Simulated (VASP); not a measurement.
The system is BP.

```
B P
1.0
     0.00000    2.26900    2.26900
     2.26900    0.00000    2.26900
     2.26900    2.26900    0.00000
B P
1 1
Cartesian
  0.0000 0.0000 0.0000
  1.1345 1.1345 1.1345
```

```yaml
Program: VASP 6.6.1
Task: relaxation of cell and atoms
Functional: PBE
Dispersion: D3(BJ)
Potentials_or_basis: VASP PAW PBE potentials, release 64 (B, P)
Cutoff: 600 eV
k_mesh: 10 × 10 × 10
Occupations: gaussian, width 0.03 eV
Spin: no spin polarisation
```

At the start: pressure -3.6 GPa; volume 11.68 Å³/atom.

Problem. Where does the relaxation end?

Solution. Over 3 steps the energy falls by 2.8 meV/atom and the volume is 11.43 Å³/atom (-2.1 %); space group F-43m (No. 216, to 0.05 Å).

The path:
```csv
step,energy change (eV),largest force (eV/Å),pressure (GPa),volume (Å³)
1,0.0000,0.0000,-3.55,23.36
2,-0.0025,0.0000,2.82,22.50
3,-0.0057,0.0000,0.00,22.86
```

Final structure:
```
B P
1.0
     0.00000    2.25265    2.25265
     2.25265    0.00000    2.25265
     2.25265    2.25265    0.00000
B P
1 1
Direct
  0.00000 0.00000 0.00000
  0.25000 0.25000 0.25000
```
